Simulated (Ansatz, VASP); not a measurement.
Zn: VASP beside Ansatz

```
Zn
1.0
     2.27911   -1.31525    0.01438
     2.27911    1.31525    0.01438
    -1.55312    0.00000    7.69040
Zn
3
Cartesian
  0.0000 0.0000 0.0000
  -0.0235 0.0000 5.1219
  3.0286 0.0000 2.5973
```

Alike in both runs: functional PBE; k mesh 18 × 18 × 6; occupations gaussian, width 0.1 eV; no spin polarisation.

Ansatz relaxed the structure, and its values are those at the end. VASP's run is a single point on that final structure, the one shown.

|  | VASP | Ansatz |
| --- | --- | --- |
| version | VASP 6.6.1 | Ansatz 0.2.0 |
| potentials or method | VASP PAW PBE potentials, release 64 (Zn) | scalar-relativistic, plane waves, PAW |
| plane-wave cutoff (eV) | 520 | 420 |
| valence electrons in the cell | 36 | 36 |

VASP gave:

- gap on the k mesh at the Fermi level (eV): none
- pressure (GPa): 0.3

**Question.** Which values does Ansatz return?

**Answer.** gap on the k mesh at the Fermi level (eV): none; pressure (GPa): 0.0.

A gap of «none» marks a metal or a gap that the smearing closes.
